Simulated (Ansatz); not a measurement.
Input for Ansatz (plane-wave DFT, PAW):

```yaml
crystal:
  lattice:
    - [1.408298, -4.0319922, 0.0]
    - [1.408298, 4.0319922, 0.0]
    - [0.0, 0.0, 3.2036337]
  atoms:
    - { symbol: Ga, position: [0.8743800738, 0.1256199262, 0.25] }
    - { symbol: Ga, position: [0.1256199262, 0.8743800738, 0.75] }
basis:
  ecutwfc: 420
kpoints:
  mp_grid: { grid: [16, 16, 14] }
hamiltonian:
  xc: pbe
scf:
  occupations: { method: gaussian, width: 0.1 }
output:
  forces: true
  stress: true
  eigenvalues: true
```

Launched with
```bash
ansatz run input.yaml --threads 1 --pin off --max-ram 1331MiB --backend cpu --events-out ev --progress --plain --runs-dir out
```

Theory: Ansatz, DFT PBE, scalar-relativistic, plane waves, PAW.

Part of what the program printed, abridged (iterations and final results):

```
SCF iter   1: F=—  HF=-7565.930065 eV  |F-HF|=—  |Δ(HF+E_count)|=         —  Δρ=1.21e-3  dr2=7.55e-4  ethr=1.77e-3  ⟨swp⟩=5.1  Hψ=46171  notcnv=0
SCF iter   2: F=—  HF=-7565.929518 eV  |F-HF|=—  |Δ(HF+E_count)|=   5.46e-4  Δρ=9.74e-4  dr2=3.98e-4  ethr=2.90e-6  ⟨swp⟩=2.0  Hψ=20842  notcnv=0
SCF iter   3: F=—  HF=-7565.929494 eV  |F-HF|=—  |Δ(HF+E_count)|=   2.44e-5  Δρ=5.09e-4  dr2=1.68e-4  ethr=1.53e-6  ⟨swp⟩=2.0  Hψ=15661  notcnv=0
SCF iter   4: F=—  HF=-7565.929494 eV  |F-HF|=—  |Δ(HF+E_count)|=   3.75e-8  Δρ=2.96e-4  dr2=1.33e-5  ethr=6.47e-7  ⟨swp⟩=3.0  Hψ=17511  notcnv=0
SCF iter   5: F=—  HF=-7565.929482 eV  |F-HF|=—  |Δ(HF+E_count)|=   1.23e-5  Δρ=8.50e-5  dr2=1.22e-6  ethr=5.11e-8  ⟨swp⟩=2.0  Hψ=16802  notcnv=0
SCF iter   6: F=—  HF=-7565.929482 eV  |F-HF|=—  |Δ(HF+E_count)|=   1.50e-7  Δρ=2.02e-5  dr2=7.95e-8  ethr=3.85e-10  ⟨swp⟩=3.5  Hψ=44617  notcnv=0
SCF iter   7: F=-7565.929482 eV  HF=-7565.929482 eV  |F-HF|=3.37e-11  |Δ(HF+E_count)|=   5.48e-8  Δρ=2.49e-6  dr2=2.27e-9  ethr=3.06e-10  ⟨swp⟩=4.1  Hψ=35779  notcnv=0
SCF 1 converged in 7 iterations: F = -7565.929482 eV  dr2 = 2.27e-9
SCF converged after 7 iterations
Free energy (F): -7565.929482 eV
Harris-Foulkes:  -7565.929482 eV  (|F-HF|=3.37e-11)
Internal energy: -7565.924998 eV  (E = F + TS)
E sigma→0 (E₀):  -7565.927240 eV
Entropy (-TS):   -0.004484 eV (-2.242 meV/atom)
Fermi energy:    10.228122 eV
--- Per-component energies (eV) ---
  E_band       = -61.314150
  E_kinetic    = 230.689537
  E_local      = -3559.351326  (includes V_loc(G=0)·N_el)
  E_nonlocal   = 844.613262
  E_hartree    = 1675.833778
  E_xc         = -139.342737
  E_vxc        = -117.137957  (∫ρ·V_xc dr)
  E_paw        = -3971.389423  (= ΣΔE_a)
  E_vpaw       = -811.795018  (= ΣTr[D̂ρ^β])
  E_aug_tail   = -0.000243  (compensation charges beyond the density's cutoff)
  E_ewald      = -2646.977846
  E_smearing   = -0.004484  (= −TS)
--- Forces (eV/Å), atoms counted from 1 ---
  atom   1  Ga     0.00000000     0.74089247     0.00000000
  atom   2  Ga     0.00000000    -0.74089247     0.00000000
--- Stress (GPa, compression-positive) ---
       -0.087729       0.000000       0.000000
        0.000000       5.576707       0.000000
        0.000000       0.000000       5.578417
  P = ⅓ Tr σ = 3.6891 GPa (36.891 kbar)
--- Band table (eV; the first three rows and the last of 584) ---
  k-point 0: bands = ["-5.0184", "-5.0048", "-4.9527", "-4.8818", "-4.6452", "-4.6376", "-4.6304", "-4.6276", "-4.5954", "-4.4253", "-1.2048", "7.8395", "8.6142", "12.6358", "16.3991", "19.3325", "19.4593"]
  k-point 1: bands = ["-5.0201", "-4.9948", "-4.9514", "-4.8759", "-4.6647", "-4.6614", "-4.6094", "-4.6081", "-4.5960", "-4.4352", "-1.1290", "7.9297", "8.5864", "11.8931", "17.3672", "19.4003", "19.5263"]
  k-point 2: bands = ["-5.0231", "-4.9666", "-4.9486", "-4.8599", "-4.6908", "-4.6884", "-4.5990", "-4.5871", "-4.5851", "-4.4631", "-0.9011", "8.1984", "8.3522", "10.7742", "19.0789", "19.1000", "19.3209"]
  k-point 583: bands = ["-4.9681", "-4.9681", "-4.8411", "-4.8411", "-4.6655", "-4.6655", "-4.6323", "-4.6323", "-4.5974", "-4.5974", "4.4607", "4.4607", "5.7006", "5.7006", "20.6069", "20.6069", "21.9339"]
```

Self-consistency was reached.